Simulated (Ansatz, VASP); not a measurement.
## One calculation of Rh, two programs

Contents of INCAR:

```
  ALGO = Fast
  EDIFF = 1E-6
  ENCUT = 520
  GGA = PE
  ISIF = 2
  ISMEAR = 0
  LASPH = T
  LCHARG = T
  LELF = T
  LREAL = F
  LVHAR = T
  LWAVE = F
  NBANDS = 38
  NELM = 100
  PREC = Accurate
  SIGMA = 0.1
```

KPOINTS

```
k-points
0
Gamma
  6 6 4
```

Contents of POSCAR:

```
Rh
1.0
    2.7476285067     -1.6385857276      0.0000000000
    2.7476285067      1.6385857276      0.0000000000
   -1.5346854046      0.0000000000      7.1138799709
Rh
4
Direct
    0.0504000000      0.0504000000      0.0996000000
    0.9496000000      0.9496000000      0.9004000000
    0.5050000000      0.5050000000      0.6000000000
    0.4950000000      0.4950000000      0.4000000000
```

Input for Ansatz:

```yaml
crystal:
  lattice:
    - [2.7476285067, -1.6385857276, 0.0]
    - [2.7476285067, 1.6385857276, 0.0]
    - [-1.5346854046, 0.0, 7.1138799709]
  atoms:
    - { symbol: Rh, position: [0.0504, 0.0504, 0.0996] }
    - { symbol: Rh, position: [0.9496, 0.9496, 0.9004] }
    - { symbol: Rh, position: [0.505, 0.505, 0.6] }
    - { symbol: Rh, position: [0.495, 0.495, 0.4] }
basis:
  ecutwfc: 420
kpoints:
  mp_grid: { grid: [6, 6, 4] }
hamiltonian:
  xc: pbe
scf:
  occupations: { method: gaussian, width: 0.1 }
  lower_state_search: "off"
output:
  forces: true
  stress: true
  eigenvalues: true
```

Alike in both runs: task single point; functional PBE; k mesh 6 × 6 × 4; occupations gaussian, width 0.1 eV; no spin polarisation.

|  | VASP | Ansatz |
| --- | --- | --- |
| version | VASP 6.6.1 | Ansatz 0.2.0 |
| potentials or method | VASP PAW PBE potentials, release 64 (Rh_pv) | scalar-relativistic, plane waves, PAW |
| plane-wave cutoff (eV) | 520 | 420 |
| valence electrons in the cell | 60 | 68 |

|  | VASP | Ansatz | Ansatz less VASP |
| --- | --- | --- | --- |
| gap on the k mesh at the Fermi level (eV) | none | none | - |
| rms of the force components (eV/Å) | 60.495 | 69.424 | +8.9284 |

Atom by atom the forces differ by 8.929 eV/Å (rms over components). A gap of «none» marks a metal or a gap that the smearing closes. The two sets of potentials don't hold the same shells in valence.

Caveats: the k mesh is coarse (spacing up to 0.37 Å⁻¹), so the values aren't converged; forces of over 1 eV/Å show positions far from the minimum, so gaps and moduli don't describe the material at rest.
